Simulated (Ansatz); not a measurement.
# LiH under compression and expansion

```yaml
crystal:
  lattice:
    - [0.00000, 2.14485, 2.14485]
    - [2.14485, 0.00000, 2.14485]
    - [2.14485, 2.14485, 0.00000]
  atoms:
    - { symbol: Li, position: [0.00000, 0.00000, 0.00000] }
    - { symbol: H, position: [0.25000, 0.25000, 0.25000] }
```

The structure comes from a relaxation in the same program, started in the zincblende type, and has space group F-43m. Whether it is a known phase or the ground state wasn't checked.

Levels of theory: DFT, PBE, all-electron LAPW, scalar-relativistic (Ansatz 0.2.0); DFT, PBE, PAW with Ansatz's default frozen-core files, scalar-relativistic (Ansatz 0.2.0).

For LAPW: a Γ-centred 13×13×13 k mesh, Fermi–Dirac smearing of 0.05 eV, basis error target 0.25 meV/atom, no spin polarisation. PAW takes a cutoff of 420 eV at this cell. The Ansatz runs share mesh, smearing and spin set-up. Plane-wave (PAW) pressures include the program's estimate of the Pulay term.

The cell above is scaled evenly, with fractional coordinates and shape held.

```csv
V/V(cell),V (Å³/atom),"P, LAPW (GPa)","P, PAW (GPa)","gap on the k mesh, LAPW (eV)"
0.9600,9.472,1.13,1.13,4.39
0.9800,9.670,?,?,?
1.0000,9.867,-0.05,-0.05,4.33
1.0200,10.065,-0.56,-0.56,4.30
1.0400,10.262,-1.04,-1.04,4.27
```

Fill in the row V/V(cell) = 0.9800.

P, LAPW (GPa) = 0.51, P, PAW (GPa) = 0.52, gap on the k mesh, LAPW (eV) = 4.36.

What do Birch–Murnaghan fits to the pressures give?

LAPW: V0 = 9.85 Å³/atom, B0 = 27 GPa, B0′ = 3.3; PAW: V0 = 9.85 Å³/atom, B0 = 27 GPa, B0′ = 3.3.

PAW's V0 lies 0.01 % from the all-electron value and its B0 0.3 %. Symmetry fixes shape and coordinates here, so this is the relaxed modulus.
